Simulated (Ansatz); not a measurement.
# Ni: the cost of one run

Computed with Ansatz 0.2.0 (DFT PBEsol, scalar-relativistic, plane waves, PAW, unless a step's input says otherwise).

4 further runs of the same task are left out: 4 set aside as unsound or not needed. Runs told in other sessions of the task aren't counted.

### 1 The system as given

Symmetry: Fm-3m, No. 225, cubic system. Conventional cell: a = 3.463 Å, b = 3.463 Å, c = 3.463 Å, α = 90.00°, β = 90.00°, γ = 90.00°. Around Ni (site symmetry m-3m) lie 12 Ni at 2.45 Å.

Coordinates:

```
Ni
1.0
     0.00000   -1.73158   -1.73158
     0.00000    1.73158   -1.73158
     3.46315    0.00000    0.00000
Ni
2
Direct
  0.50000 0.50000 0.50000
  0.00000 0.00000 0.00000
```

It is built from the cell relaxed beforehand with the same method (10.38 Å³/atom).

### 2 The reference cell

The cell is repeated 2 times, 2 atoms in all. Reference values: F = -11609.9654 eV; pressure 0.06 GPa; largest force 0.000 eV/Å; gap on the mesh none (metal). It was computed beforehand with the settings of the runs below.

### 3 Setting up a frozen normal mode

Mode 6 of the phonon run on this cell, counted from the lowest, is frozen in: each atom moves by x times its row below, so x is the largest displacement.

```
atom      ux     uy     uz
 Ni1   1.000  0.000  0.000
 Ni2  -1.000  0.000  0.000
```

### 4 x = -0.300 Å

Contents of input.yaml:

```yaml
crystal:
  lattice:
    - [0.0, -1.7315750128, -1.7315750128]
    - [0.0, 1.7315750128, -1.7315750128]
    - [3.4631500256, 0.0, 0.0]
  atoms:
    - { symbol: Ni, position: [0.5, 0.5, 0.4133736633], spin: 0.73 }
    - { symbol: Ni, position: [0.0, 0.0, 0.0866263367], spin: 0.73 }
basis:
  ecutwfc: 420
kpoints:
  mp_grid: { grid: [24, 24, 18] }
hamiltonian:
  xc: pbesol
scf:
  occupations: { method: gaussian, width: 0.15 }
output:
  forces: true
  stress: true
  eigenvalues: true
  populations: true
magnetization:
  spin_polarized: true
```

Command:

```console
$ ansatz run input.yaml --threads 2 --pin off --max-ram 5120MiB --backend cpu --events-out ev --progress --plain --runs-dir out
```

Q: Estimate wall time and peak memory on 2 threads of AMD EPYC 9R45 (Zen 5), shared host.

About 15 s, with a peak of 0.95 GiB.
